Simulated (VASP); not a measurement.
# Pb (P6_3/mmc) in VASP: further runs

Runs on Pb. Level: PBEsol. Tasks: single point.

All numbers are computed with VASP 6.6.1; they aren't measurements. Logs are shortened: lines on timing, memory, paths and dates and some standing lists are left out, and cuts for length are marked.

### 1 Starting point

Symmetry: P6_3/mmc, No. 194, hexagonal system. Conventional cell: a = 3.480 Å, b = 3.480 Å, c = 5.590 Å, α = 90.00°, β = 90.00°, γ = 120.00°. Pb (site symmetry -6m2) has 12 Pb at 3.44 to 3.48 Å as nearest neighbours.

This isn't the form of Pb at room conditions, which is fcc.

### 2 Single point, PBEsol

Input file INCAR:

```
PREC = Low
ENCUT = 550
EDIFF = 1E-6
ISMEAR = -1
SIGMA = 0.2
LREAL = False
LASPH = True
NELM = 100
ALGO = Normal
ISIF = 2
LWAVE = False
LCHARG = False
GGA = PS
ADDGRID = False
```

Input file KPOINTS:

```
regular mesh
0
Gamma
  19 19 10
```

Input file POSCAR:

```
Pb
1.0
    3.4800000000      0.0000000000      0.0000000000
   -1.7400000000      3.0137684052      0.0000000000
    0.0000000000      0.0000000000      5.5900000000
Pb
2
Direct
    0.6916670000      0.3496840000      0.7502860000
    0.3559200000      0.6835750000      0.2530120000
```

Potentials or basis: VASP PAW PBE potentials, release 64 (Pb_d).

The run is started by

```
$ cat potpaw_PBE.64/Pb_d/POTCAR > POTCAR
$ mpirun -np 1 vasp_std > vasp.out
```

OUTCAR:

```text
PREC = Low
   ENCUT = 550
   EDIFF = 1E-6
   ISMEAR = -1
   LREAL = False
   LASPH = True
   NELM = 100
   ISIF = 2
   GGA = PS

 Found   1806 irreducible k-points:

 Following reciprocal coordinates:
            Coordinates               Weight
  0.000000  0.000000  0.000000      1.000000
  0.052632  0.000000  0.000000      2.000000
  0.000000  0.052632  0.000000      2.000000
 -0.052632  0.052632  0.000000      2.000000
  0.105263  0.000000  0.000000      2.000000
  0.000000  0.105263  0.000000      2.000000
   k-points           NKPTS =   1806   k-points in BZ     NKDIM =   1806   number of bands    NBANDS=     18
   number of dos      NEDOS =    301   number of ions     NIONS =      2
   total plane-waves  NPLWV =  12800
   dimension x,y,z NGX =    20 NGY =   20 NGZ =   32
   dimension x,y,z NGXF=    20 NGYF=   20 NGZF=   32
   ions per type =               2
   NGX,Y,Z   is equivalent  to a cutoff of   9.55,  9.55,  9.52 a.u.
   NGXF,Y,Z  is equivalent  to a cutoff of   9.55,  9.55,  9.52 a.u.
 SYSTEM =  unknown system
   PREC   = low       normal or accurate (medium, high low for compatibility)
   ISTART =      0    job   : 0-new  1-cont  2-samecut
   ICHARG =      2    charge: 1-file 2-atom 10-const
   ISPIN  =      1    spin polarized calculation?
   LNONCOLLINEAR =      F non collinear calculations
   LSORBIT =      F    spin-orbit coupling
   LASPH  =      T    aspherical Exc in radial PAW
   ENCUT  =  550.0 eV  40.42 Ry    6.36 a.u.   6.65  6.65 10.69*2*pi/ulx,y,z
   NELM   =    100;   NELMIN=  2; NELMDL= -5     # of ELM steps
   EDIFF  = 0.1E-05   stopping-criterion for ELM
   LREAL  =      F    real-space projection
   EDIFFG = 0.1E-04   stopping-criterion for IOM
   NSW    =      0    number of steps for IOM
   IBRION =     -1    ionic relax: 0-MD 1-quasi-New 2-CG
   NFREE  =      0    steps in history (QN), initial steepest desc. (CG)
   ISIF   =      2    stress and relaxation
   ISYM   =      2    0-nonsym 1-usesym 2-fastsym
   POTIM  = 0.5000    time-step for ionic-motion
   TEBEG  =    0.0;   TEEND  =   0.0 temperature during run
   PSTRESS=    0.0 pullay stress
   NELECT =      28.0000    total number of electrons
   NUPDOWN=      -1.0000    fix difference up-down
   EMIN   =  10.00;   EMAX   =-10.00  energy-range for DOS
   EFERMI =   0.00;   METHOD = LEGACY
   ISMEAR =    -1;   SIGMA  =   0.20  broadening in eV -4-tet -1-fermi 0-gaus
   EFERMI_NEDOS =   21; number of points for ismear=-14 and -15
   IALGO  =     38    algorithm
   IMIX   =      4    mixing-type and parameters
     AMIX     =   0.40;   BMIX     =  1.00
     AMIX_MAG =   1.60;   BMIX_MAG =  1.00
  volume/ion in A,a.u.               =      29.31       197.82
  Fermi-wavevector in a.u.,A,eV,Ry     =   1.279658  2.418203 22.279870  1.637524
  Thomas-Fermi vector in A             =   2.412131
   LORBIT       =      0    0 simple, 1 ext, 2 COOP (PROOUT), +10 PAW based schemes
   GGA     = PS    functional components
   LHFCALC =     F    Hartree Fock is set to
   AEXX    =    0.0000 exact exchange contribution
   IVDW    =     0    specifies the selected vdW correction
   LEPSILON=     F    determine dielectric tensor
   LRPA    =     F    only Hartree local field effects (RPA)
 non-spin polarized calculation
  energy-cutoff  :      550.00
  volume of cell :       58.63
 maximum number of plane-waves:      1751
   NGX = 13   NGY = 13   NGZ = 21

 number of electron      27.9999508 magnetization

 Free energy of the ion-electron system (eV)
  ---------------------------------------------------
  ext. energy  EPLUGINS =         0.00000000
  ---------------------------------------------------
  free energy    TOTEN  =        -8.03563277 eV

  energy without entropy =       -7.89370855  energy(sigma->0) =       -7.96467066

 E-fermi :   7.4433     XC(G=0): -10.5062

 val. band max:        7.4419383145   @ k =   0.1579   0.3158  -0.2000
 cond. band min:       7.4442652240   @ k =   0.1579  -0.4737   0.2000
 fundamental gap:      0.0023269095
 Fermi energy:         7.4432686610

 k-point     1 :       0.0000    0.0000    0.0000
  band No.  band energies     occupation
      1      -9.5733      2.00000
      2      -9.5232      2.00000
      3      -9.5089      2.00000
      4      -9.5083      2.00000
      5      -9.4838      2.00000
      6      -9.4833      2.00000
[... 10 lines left out ...]
     17      14.9680      0.00000
     18      15.6171      0.00000

 k-point     2 :       0.0526    0.0000    0.0000
  band No.  band energies     occupation
      1      -9.5704      2.00000
      2      -9.5299      2.00000
      3      -9.5013      2.00000
      4      -9.4997      2.00000
      5      -9.4820      2.00000
      6      -9.4770      2.00000
[... 10 lines left out ...]
     17      15.0472      0.00000
     18      15.5639      0.00000

 k-point     3 :       0.0000    0.0526    0.0000
  band No.  band energies     occupation
      1      -9.5705      2.00000
      2      -9.5297      2.00000
      3      -9.5014      2.00000
      4      -9.4996      2.00000
      5      -9.4823      2.00000
      6      -9.4768      2.00000
[... 10 lines left out ...]
     17      15.0571      0.00000
     18      15.5643      0.00000

 k-point     4 :      -0.0526    0.0526    0.0000
  band No.  band energies     occupation
      1      -9.5707      2.00000
      2      -9.5294      2.00000
      3      -9.5018      2.00000
      4      -9.4992      2.00000
      5      -9.4826      2.00000
      6      -9.4767      2.00000
[... 10 lines left out ...]
     17      15.0750      0.00000
     18      15.5650      0.00000

 k-point     5 :       0.1053    0.0000    0.0000
  band No.  band energies     occupation
      1      -9.5696      2.00000
      2      -9.5339      2.00000
      3      -9.4873      2.00000
      4      -9.4810      2.00000
      5      -9.4722      2.00000
      6      -9.4587      2.00000
[... 10 lines left out ...]
     17      15.1674      0.00000
     18      15.3342      0.00000

 k-point     6 :       0.0000    0.1053    0.0000
  band No.  band energies     occupation
      1      -9.5698      2.00000
      2      -9.5337      2.00000
      3      -9.4870      2.00000
      4      -9.4811      2.00000
      5      -9.4726      2.00000
      6      -9.4589      2.00000
[... 10 lines left out ...]
     17      15.1734      0.00000
     18      15.3360      0.00000

 [... further k-points ...]

------------------------ aborting loop because EDIFF is reached ----------------------------------------

  FORCE on cell =-STRESS in cart. coord.  units (eV):
  Direction    XX          YY          ZZ          XY          YZ          ZX
  --------------------------------------------------------------------------------------
  -------------------------------------------------------------------------------------
  Total        0.2126662      0.2120277      0.8224875      0.0070607     -0.0009040      0.0003946
  in kB        5.8117664      5.7943166     22.4770308      0.1929563     -0.0247046      0.0107849
  external PRESSURE =      11.3610379 kB  Pullay stress =       0.0000000 kB

 VOLUME and BASIS-vectors are now :
 -----------------------------------------------------------------------------
  energy-cutoff  :      550.00
  volume of cell :       58.63
      direct lattice vectors                 reciprocal lattice vectors
     3.480000000  0.000000000  0.000000000     0.287356322  0.165905250  0.000000000
    -1.740000000  3.013768405  0.000000000     0.000000000  0.331810500  0.000000000
     0.000000000  0.000000000  5.590000000     0.000000000  0.000000000  0.178890877

 POSITION                                       TOTAL-FORCE (eV/Angst)
 -----------------------------------------------------------------------------------
      1.79855      1.05387      4.19410        -0.004610      0.000835      0.038901
      0.04918      2.06014      1.41434         0.004610     -0.000835     -0.038901
 -----------------------------------------------------------------------------------
    total drift:                                0.000599      0.001057     -0.003776

  FREE ENERGIE OF THE ION-ELECTRON SYSTEM (eV)
  ---------------------------------------------------
  free  energy   TOTEN  =        -8.0356327706 eV

  energy  without entropy=       -7.8937085535  energy(sigma->0) =       -7.96467066
```

Wall time 4.3 min (1 thread of Intel Xeon 6975P-C (Granite Rapids), shared host); peak memory 1.5 GiB.

These settings aren't checked as converged: the numbers below hold their error.

What came out:

```
Free energy            : -8.0356 eV
Pressure               : 1.1 GPa
Largest force          : 0.039 eV/Å
Band gap on the k mesh : none (metal or under the smearing width)
```

Caveat: the PAW data sets were made with another functional, which shifts forces and pressure a little.

### 3 Single point, PBEsol

Edit INCAR of step 2 so:

```diff
@@ -1,2 +1,2 @@
-PREC = Low
+PREC = Normal
 ENCUT = 550
```

KPOINTS is that of step 2.

Input file POSCAR:

```
Pb
1.0
    3.4800000000      0.0000000000      0.0000000000
   -1.7400000000      3.0137684052      0.0000000000
    0.0000000000      0.0000000000      5.5900000000
Pb
2
Direct
    0.6666666667      0.3333333333      0.7500000000
    0.3333333333      0.6666666667      0.2500000000
```

Potentials or basis: VASP PAW PBE potentials, release 64 (Pb_d).

The run is started by

```
$ cat potpaw_PBE.64/Pb_d/POTCAR > POTCAR
$ mpirun -np 1 vasp_std > vasp.out
```

Run time: 35 s. Hardware: 1 thread of Intel Xeon 6975P-C (Granite Rapids), shared host; peak memory 0.31 GiB.

The run converged, but some of its settings lie outside the range that counts as converged, so its numbers aren't taken as properties of the crystal.

Results:

| Property | Result |
| --- | --- |
| Free energy | -8.0350 eV |
| Pressure | 1.1 GPa |
| Band gap on the k mesh | none (metal or under the smearing width) |

Caveat: the PAW data sets were made with another functional, which shifts forces and pressure a little.

### 4 Single point, PBEsol

INCAR is that of step 3.

KPOINTS is that of step 3.

Input file POSCAR:

```
Pb
1.0
    3.4800000000      0.0000000000      0.0000000000
   -1.7400000000      3.0137684052      0.0000000000
    0.0000000000      0.0000000000      5.5900000000
Pb
2
Direct
    0.6916670000      0.3496840000      0.7502860000
    0.3559200000      0.6835750000      0.2530120000
```

The run is started by

```
$ cat potpaw_PBE.64/Pb_d/POTCAR > POTCAR
$ mpirun -np 1 vasp_std > vasp.out
```

Run time: 4.3 min. Hardware: 1 thread of Intel Xeon 6975P-C (Granite Rapids), shared host; peak memory 1.5 GiB.

These settings aren't checked as converged: the numbers below hold their error.

What came out:

| Item | Value |
| --- | --- |
| Free energy | -8.0347 eV |
| Pressure | 1.1 GPa |
| Largest force | 0.039 eV/Å |
| Band gap on the k mesh | none (metal or under the smearing width) |

Caveat: the PAW data sets were made with another functional, which shifts forces and pressure a little.

### 5 Single point, PBEsol

Edit INCAR of step 4 so:

```diff
@@ -1,2 +1,2 @@
-PREC = Normal
+PREC = Accurate
 ENCUT = 550
@@ -5,3 +5,3 @@
 SIGMA = 0.2
-LREAL = False
+LREAL = Auto
 LASPH = True
```

KPOINTS is that of step 4.

Input file POSCAR:

```
Pb
1.0
    3.4800000000      0.0000000000      0.0000000000
   -1.7400000000      3.0137684052      0.0000000000
    0.0000000000      0.0000000000      5.5900000000
Pb
2
Direct
    0.6666666667      0.3333333333      0.7500000000
    0.3333333333      0.6666666667      0.2500000000
```

The run is started by

```
$ cat potpaw_PBE.64/Pb_d/POTCAR > POTCAR
$ mpirun -np 1 vasp_std > vasp.out
```

It took 2.1 min on 1 thread of Intel Xeon 6975P-C (Granite Rapids), shared host; peak memory 0.3 GiB.

These settings aren't checked as converged: the numbers below hold their error.

What came out:

```
Free energy            : -8.0356 eV
Pressure               : 1.1 GPa
Band gap on the k mesh : none (metal or under the smearing width)
```

Caveat: the PAW data sets were made with another functional, which shifts forces and pressure a little.

### 6 Single point, PBEsol

INCAR is that of step 5.

KPOINTS is that of step 5.

Input file POSCAR:

```
Pb
1.0
    3.4800000000      0.0000000000      0.0000000000
   -1.7400000000      3.0137684052      0.0000000000
    0.0000000000      0.0000000000      5.5900000000
Pb
2
Direct
    0.6916670000      0.3496840000      0.7502860000
    0.3559200000      0.6835750000      0.2530120000
```

Potentials or basis: VASP PAW PBE potentials, release 64 (Pb_d).

The run is started by

```
$ cat potpaw_PBE.64/Pb_d/POTCAR > POTCAR
$ mpirun -np 1 vasp_std > vasp.out
```

OUTCAR:

```text
PREC = Accurate
   ENCUT = 550
   EDIFF = 1E-6
   ISMEAR = -1
   LREAL = Auto
   LASPH = True
   NELM = 100
   ISIF = 2
   GGA = PS

 Found   1806 irreducible k-points:

 Following reciprocal coordinates:
            Coordinates               Weight
  0.000000  0.000000  0.000000      1.000000
  0.052632  0.000000  0.000000      2.000000
  0.000000  0.052632  0.000000      2.000000
 -0.052632  0.052632  0.000000      2.000000
  0.105263  0.000000  0.000000      2.000000
  0.000000  0.105263  0.000000      2.000000
   k-points           NKPTS =   1806   k-points in BZ     NKDIM =   1806   number of bands    NBANDS=     18
   number of dos      NEDOS =    301   number of ions     NIONS =      2
   total plane-waves  NPLWV =  37632
   dimension x,y,z NGX =    28 NGY =   28 NGZ =   48
   dimension x,y,z NGXF=    56 NGYF=   56 NGZF=   96
   ions per type =               2
   NGX,Y,Z   is equivalent  to a cutoff of  13.38, 13.38, 14.28 a.u.
   NGXF,Y,Z  is equivalent  to a cutoff of  26.75, 26.75, 28.55 a.u.
 SYSTEM =  unknown system
   PREC   = accura    normal or accurate (medium, high low for compatibility)
   ISTART =      0    job   : 0-new  1-cont  2-samecut
   ICHARG =      2    charge: 1-file 2-atom 10-const
   ISPIN  =      1    spin polarized calculation?
   LNONCOLLINEAR =      F non collinear calculations
   LSORBIT =      F    spin-orbit coupling
[... 53 lines left out ...]
 val. band max:        7.4419750887   @ k =   0.1579   0.3158  -0.2000
 cond. band min:       7.4443303003   @ k =   0.1579  -0.4737   0.2000
 fundamental gap:      0.0023552116
 Fermi energy:         7.4432623771

 k-point     1 :       0.0000    0.0000    0.0000
  band No.  band energies     occupation
      1      -9.5731      2.00000
      2      -9.5230      2.00000
      3      -9.5088      2.00000
      4      -9.5083      2.00000
      5      -9.4838      2.00000
      6      -9.4833      2.00000
[... 103 lines left out ...]
      5      -9.4726      2.00000
      6      -9.4589      2.00000
[... 10 lines left out ...]
     17      15.1733      0.00000
     18      15.3360      0.00000

 [... further k-points ...]

------------------------ aborting loop because EDIFF is reached ----------------------------------------

  FORCE on cell =-STRESS in cart. coord.  units (eV):
  Direction    XX          YY          ZZ          XY          YZ          ZX
  --------------------------------------------------------------------------------------
  -------------------------------------------------------------------------------------
  Total        0.1993994      0.2043748      0.7996694      0.0035645      0.0019920     -0.0012056
  in kB        5.4492106      5.5851775     21.8534566      0.0974101      0.0544365     -0.0329454
  external PRESSURE =      10.9626149 kB  Pullay stress =       0.0000000 kB

 VOLUME and BASIS-vectors are now :
 -----------------------------------------------------------------------------
  energy-cutoff  :      550.00
  volume of cell :       58.63
      direct lattice vectors                 reciprocal lattice vectors
     3.480000000  0.000000000  0.000000000     0.287356322  0.165905250  0.000000000
    -1.740000000  3.013768405  0.000000000     0.000000000  0.331810500  0.000000000
     0.000000000  0.000000000  5.590000000     0.000000000  0.000000000  0.178890877

 POSITION                                       TOTAL-FORCE (eV/Angst)
 -----------------------------------------------------------------------------------
      1.79855      1.05387      4.19410        -0.004839     -0.000612      0.037312
      0.04918      2.06014      1.41434         0.004839      0.000612     -0.037312
 -----------------------------------------------------------------------------------
    total drift:                                0.000015     -0.000000      0.000003

  FREE ENERGIE OF THE ION-ELECTRON SYSTEM (eV)
  ---------------------------------------------------
  free  energy   TOTEN  =        -8.0354357826 eV

  energy  without entropy=       -7.8935151673  energy(sigma->0) =       -7.96447547
```

OSZICAR:

```text
N       E                     dE             d eps       ncg     rms          rms(c)
DAV:   1     0.285646260791E+03    0.28565E+03   -0.15179E+04 65024   0.200E+03
DAV:   2     0.110228207033E+02   -0.27462E+03   -0.27117E+03 65102   0.445E+02
DAV:   3    -0.752375222062E+01   -0.18547E+02   -0.18291E+02 79264   0.146E+02
DAV:   4    -0.805185565390E+01   -0.52810E+00   -0.52628E+00 76342   0.283E+01
DAV:   5    -0.807308418492E+01   -0.21229E-01   -0.21227E-01 78426   0.508E+00    0.868E-01
DAV:   6    -0.804359015595E+01    0.29494E-01   -0.56195E-02 84798   0.357E+00    0.405E-01
DAV:   7    -0.803594981826E+01    0.76403E-02   -0.21255E-02 84846   0.213E+00    0.128E-01
DAV:   8    -0.803543962945E+01    0.51019E-03   -0.10622E-03 84120   0.530E-01    0.135E-02
DAV:   9    -0.803543564057E+01    0.39889E-05   -0.36366E-05 84504   0.103E-01    0.624E-03
DAV:  10    -0.803543578258E+01   -0.14201E-06   -0.15278E-06 52300   0.140E-02
   1 F= -.80354358E+01 E0= -.79644755E+01  d E =-.141921E+00
```

It took 14 min on 1 thread of Intel Xeon 6975P-C (Granite Rapids), shared host; peak memory 1.2 GiB.

These settings aren't checked as converged: the numbers below hold their error.

Results:

```yaml
Free_energy: -8.0354 eV
Pressure: 1.1 GPa
Largest_force: 0.038 eV/Å
Band_gap_on_the_k_mesh: none (metal or under the smearing width)
```

Caveat: the PAW data sets were made with another functional, which shifts forces and pressure a little.

### 7 For comparison

An earlier run on the cell as given: functional PBEsol; potentials or basis VASP PAW PBE potentials, release 64 (Pb_d); cutoff 520 eV; k mesh 9 × 9 × 5; occupations fermi-dirac, width 0.05 eV; no spin polarisation.

- Pressure: 1.0 GPa
- Band gap on the k mesh: none (metal or under the smearing width)
